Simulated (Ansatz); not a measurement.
# Ta3N: the cost of one run

Computed with Ansatz 0.2.0 (DFT PBE, scalar-relativistic, plane waves, PAW, unless a step's input says otherwise).

5 further runs of the same task are left out: 5 set aside as unsound or not needed.

## Step 1: Starting point

It takes space group Pm-3m (No. 221, cubic). Conventional cell: a = 4.070 Å, b = 4.070 Å, c = 4.070 Å, α = 90.00°, β = 90.00°, γ = 90.00°. Ta (site symmetry 4/mmm) has 2 N at 2.03 Å as nearest neighbours. N (site symmetry m-3m) is surrounded by 6 Ta at 2.03 Å.

Structure file:

```
Ta N
1.0
     4.06969    0.00000    0.00000
     0.00000    4.06969    0.00000
     0.00000    0.00000    4.06969
Ta N
3 1
Direct
  0.50000 0.00000 0.00000
  0.00000 0.50000 0.00000
  0.00000 0.00000 0.50000
  0.00000 0.00000 0.00000
```

This is candidate A: anti-ReO3 type (Pm-3m, No. 221).

(A quick probe on a coarse mesh, which set the mesh and smearing, is not shown.)

## Step 3: Rough relaxation on the coarse mesh (candidate A)

The input, input.yaml:

```yaml
crystal:
  lattice:
    - [4.069694666, 0.0, 0.0]
    - [0.0, 4.069694666, 0.0]
    - [0.0, 0.0, 4.069694666]
  atoms:
    - { symbol: Ta, position: [0.5, 0.0, 0.0] }
    - { symbol: Ta, position: [0.0, 0.5, 0.0] }
    - { symbol: Ta, position: [0.0, 0.0, 0.5] }
    - { symbol: "N", position: [0.0, 0.0, 0.0] }
basis:
  ecutwfc: 420
kpoints:
  mp_grid: { grid: [4, 4, 4] }
hamiltonian:
  xc: pbe
scf:
  occupations: { method: gaussian, width: 0.1 }
  lower_state_search: "off"
output:
  forces: true
  stress: true
  eigenvalues: true
relax:
  adjacent_minimum: "off"
  f_tol: 0.04
  max_steps: 70
  cell: { stress_tol: 0.4 }
```

Command:

```console
> ansatz run input.yaml --threads 1 --pin off --max-ram 2560MiB --backend cpu --events-out ev --progress --plain --runs-dir out
```

**Question.** How long does this run take on 1 thread of Intel Xeon 6975P-C (Granite Rapids), shared host, and how much memory does it need?

About 3.9 s, with a peak of 0.38 GiB.
